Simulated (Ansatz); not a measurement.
Wires are cut from relaxed bulk C (Fd-3m, 5.69 Å³/atom, gap on the mesh 4.15 eV); atoms and period are relaxed, and energies count from that bulk. Caps count from half an H2 molecule.

Level of theory: Ansatz, DFT PBE, scalar-relativistic, plane waves, PAW.

Cutoff 420 eV, Gaussian smearing of 0.05 eV, energies at zero smearing, symmetry of each start kept, no spin polarisation.

| start | atoms | k mesh | excess energy (eV per host atom) | line energy (eV/Å) | period (Å) | gap on the mesh (eV) | highest filled level or Fermi level under vacuum (eV) |
| --- | --- | --- | --- | --- | --- | --- | --- |
| [001] wire, 6 host atoms a period with H caps | 16 | 1×1×9 | -0.498 | -0.769 | 3.887 | 5.24 | 6.14 |
| [001] wire, 9 host atoms a period with H caps | 21 | 1×1×9 | -0.371 | -0.893 | 3.741 | 4.45 | 5.50 |
| [001] wire, 12 host atoms a period with H caps | 26 | 1×1×9 | -0.320 | -1.030 | 3.723 | 4.14 | 5.15 |

The gap is read on a mesh, which can miss the band edges, so it can be too wide.

Each run keeps its start's symmetry and one magnetic start, so lower states can exist.

Cost: 3 runs of about 5.6 core-minutes in all, on Intel Xeon 6975P-C (Granite Rapids) (shared hosts).